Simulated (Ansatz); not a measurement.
Relaxed structure of H2O on the (110) surface of Li, one molecule per 70.4 Å² (the molecule's atoms stand last):

```yaml
crystal:
  lattice:
    - [8.63874, 0.00000, 0.00000]
    - [-2.87958, 8.14468, 0.00000]
    - [0.00000, 0.00000, 23.22103]
  atoms:
    - { symbol: Li, position: [0.16667, 0.16667, 0.34452] }
    - { symbol: Li, position: [0.16667, 0.50000, 0.34452] }
    - { symbol: Li, position: [0.16667, 0.83333, 0.34452] }
    - { symbol: Li, position: [0.50000, 0.16667, 0.34452] }
    - { symbol: Li, position: [0.50000, 0.50000, 0.34452] }
    - { symbol: Li, position: [0.50000, 0.83333, 0.34452] }
    - { symbol: Li, position: [0.83333, 0.16667, 0.34452] }
    - { symbol: Li, position: [0.83333, 0.50000, 0.34452] }
    - { symbol: Li, position: [0.83333, 0.83333, 0.34452] }
    - { symbol: Li, position: [0.33069, 0.33710, 0.44271] }
    - { symbol: Li, position: [0.33450, 0.67268, 0.44399] }
    - { symbol: Li, position: [0.32533, 0.00076, 0.44382] }
    - { symbol: Li, position: [0.66897, 0.34308, 0.44109] }
    - { symbol: Li, position: [0.66346, 0.67141, 0.44432] }
    - { symbol: Li, position: [0.65915, 0.00187, 0.44612] }
    - { symbol: Li, position: [0.99283, 0.33059, 0.44141] }
    - { symbol: Li, position: [0.00127, 0.67170, 0.44627] }
    - { symbol: Li, position: [0.99652, 0.00180, 0.44427] }
    - { symbol: Li, position: [0.49209, 0.51035, 0.54305] }
    - { symbol: Li, position: [0.49054, 0.84685, 0.55109] }
    - { symbol: Li, position: [0.50731, 0.18990, 0.53669] }
    - { symbol: Li, position: [0.82597, 0.50401, 0.54455] }
    - { symbol: Li, position: [0.82935, 0.83753, 0.54332] }
    - { symbol: Li, position: [0.83255, 0.17112, 0.54454] }
    - { symbol: Li, position: [0.15186, 0.48572, 0.53752] }
    - { symbol: Li, position: [0.16840, 0.82879, 0.55135] }
    - { symbol: Li, position: [0.16694, 0.16480, 0.54274] }
    - { symbol: O, position: [0.33090, 0.84196, 0.61500] }
    - { symbol: H, position: [0.30667, 0.74782, 0.64141] }
    - { symbol: H, position: [0.35946, 0.94247, 0.63848] }
```

These are results of Ansatz, DFT PBE+D3(BJ), scalar-relativistic, plane waves, PAW, not measurements. Settings: cutoff 420 eV, Γ-centred mesh 3×3×1 on the computed 30-atom cell, Gaussian smearing of 0.10 eV; no spin polarisation. A dipole correction removes the field between periodic images along c.

The slab and the molecular layer are also computed alone at these places.

(1) How does the adsorption energy per molecule split into interaction and deformation?

(2) How much charge moves across the plane at z = 13.54 Å, midway between slab and molecule?

(3) How does the density difference (whole less rigid parts, positive where electrons gather), summed over the plane, run along c?

Answers

(1) E_ads = -0.778 eV: interaction of the rigid parts -0.873 eV, deformation of the slab +0.058 eV, deformation of the molecule with its lateral interactions +0.037 eV.

(2) About 0.09 electrons a cell move up to the molecule; half the integral of |Δρ| is 0.41 e.

(3) (z (Å), Δρ (e/Å)): (6.10, -0.005), (6.24, -0.005), (6.39, -0.005), (6.53, -0.005), (6.68, -0.004), (6.97, -0.001), (7.11, 0.001), (7.26, 0.004), (7.40, 0.007), (7.55, 0.010), (7.69, 0.013), (7.84, 0.016), (7.98, 0.017), (8.27, 0.012), (8.42, 0.007), (8.56, 0.003), (8.71, -0.003), (8.85, -0.008), (9.00, -0.013), (9.14, -0.017), (9.29, -0.021), (9.43, -0.022), (9.72, -0.020), (9.87, -0.014), (10.01, -0.007), (10.16, 0.001), (10.30, 0.007), (10.45, 0.013), (10.59, 0.021), (10.74, 0.030), (10.88, 0.037), (11.18, 0.040), (11.32, 0.036), (11.47, 0.028), (11.61, 0.016), (11.76, 0.001), (11.90, -0.018), (12.05, -0.037), (12.19, -0.057), (12.48, -0.095), (12.63, -0.114), (12.77, -0.128), (12.92, -0.125), (13.06, -0.098), (13.21, -0.057), (13.35, -0.009), (13.50, 0.037), (13.64, 0.072), (13.93, 0.065), (14.08, 0.043), (14.22, 0.053), (14.37, 0.083), (14.51, 0.084), (14.66, 0.039), (14.80, -0.015), (14.95, -0.042), (15.09, -0.041), (15.38, -0.008), (15.53, 0.006), (15.67, 0.015), (15.82, 0.021), (15.96, 0.023), (16.11, 0.022), (16.25, 0.021), (16.40, 0.019), (16.69, 0.014), (16.84, 0.011), (16.98, 0.009), (17.13, 0.008), (17.27, 0.006)